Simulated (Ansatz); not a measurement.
**Al2O3: the band gap up the ladder of functionals**

The task here is to estimate one member of a computed series from the others.

The runs shown are made with Ansatz 0.2.0. PAW datasets, plane waves. Spin-unpolarised throughout; all numbers are computed.

**The structure to begin with**

The cell was relaxed beforehand with r2SCAN.

The symmetry is R-3c (No. 167, trigonal); a = 4.759 Å, c = 12.995 Å in the conventional setting, 8.49 Å³ an atom. Around Al lie 6 O at 1.86–1.97 Å; around O lie 4 Al at 1.86–1.97 Å.

The structure in full:

```cif
data_structure
_symmetry_space_group_name_H-M 'R-3c:H'
_symmetry_Int_Tables_number 167
_cell_length_a 4.7587
_cell_length_b 4.7587
_cell_length_c 12.9948
_cell_angle_alpha 90.000
_cell_angle_beta 90.000
_cell_angle_gamma 120.000
_cell_volume 254.85
loop_
_atom_site_label
_atom_site_type_symbol
_atom_site_symmetry_multiplicity
_atom_site_Wyckoff_symbol
_atom_site_fract_x
_atom_site_fract_y
_atom_site_fract_z
_atom_site_occupancy
Al1 Al 12 c 0.00000 0.00000 0.35191 1
O1 O 18 e 0.69363 0.00000 0.25000 1
```

The first run:

input.yaml

```yaml
crystal:
  lattice:
    - [2.379361413, 1.3737249523, 4.3315939886]
    - [-2.379361413, 1.3737249523, 4.3315939886]
    - [0.0, -2.7474499046, 4.3315939886]
  atoms:
    - { symbol: Al, position: [0.8519115234, 0.8519115234, 0.8519115234] }
    - { symbol: Al, position: [0.3519115234, 0.3519115234, 0.3519115234] }
    - { symbol: Al, position: [0.1480884766, 0.1480884766, 0.1480884766] }
    - { symbol: Al, position: [0.6480884766, 0.6480884766, 0.6480884766] }
    - { symbol: O, position: [0.4436339008, 0.0563660992, 0.75] }
    - { symbol: O, position: [0.0563660992, 0.75, 0.4436339008] }
    - { symbol: O, position: [0.5563660992, 0.9436339008, 0.25] }
    - { symbol: O, position: [0.25, 0.5563660992, 0.9436339008] }
    - { symbol: O, position: [0.9436339008, 0.25, 0.5563660992] }
    - { symbol: O, position: [0.75, 0.4436339008, 0.0563660992] }
kpoints:
  mp_grid: { grid: [6, 6, 6] }
  band_path:
    path:
      - [[0.0, 0.0, 0.0], [0.5, 0.5, 0.5], [0.7662811644876, 0.2337188355124, 0.5]]
      - [[0.5, -0.2337188355124, 0.2337188355124], [0.5, 1.259847671929e-16, -8.568951333647e-18], [0.0, 0.0, 0.0], [0.3668594177562, -0.3668594177562, -5.037389226968e-19]]
      - [[0.6331405822438, 1.239827370871e-16, 0.3668594177562], [0.5, 6.789164974314e-17, 0.5], [0.0, 0.0, 0.0]]
    npoints: 10
hamiltonian:
  xc: pbe
scf:
  occupations: { method: fermi_dirac, width: 0.02 }
  n_extra_bands: 6
output:
  forces: true
  stress: true
  eigenvalues: true
  write_density: true
  write_potential: true
  elf: true
  volumetric_format: npy
```

On the command line:

```bash
$ ansatz run input.yaml --threads 2 --pin off --max-ram 20275MiB --backend cpu --events-out ev --progress --plain --runs-dir out
```

Steps of the session up to this table: PBE band path; r2SCAN; HSE06; PBE0.

One table of the session follows, with a row left open; its other results are not shown here.

```
 level  gap (eV)
   PBE         ?
r2SCAN      7.14
 HSE06      8.11
  PBE0      8.86
```

**Question.** Estimate the row for PBE.

As computed: gap (eV): 6.24. In the column «gap (eV)» it is the lowest.

Meshes: PBE 6×6×6, r2SCAN 6×6×6, HSE06 4×4×4, PBE0 4×4×4

What this shows: PBE gives the least gap, 6.24 eV, and PBE0 the largest, 8.86 eV. PBE reaches 77 % of the HSE06 value, and r2SCAN 88 %. PBE0 lies 0.75 eV above HSE06, which differs from it by screening the long-range exchange. The calculation is for fixed nuclei; the measurement holds lattice motion too.

Limits of these values: Warnings in the runs' records: stress scf threshold loose, stress exchange threshold loose.
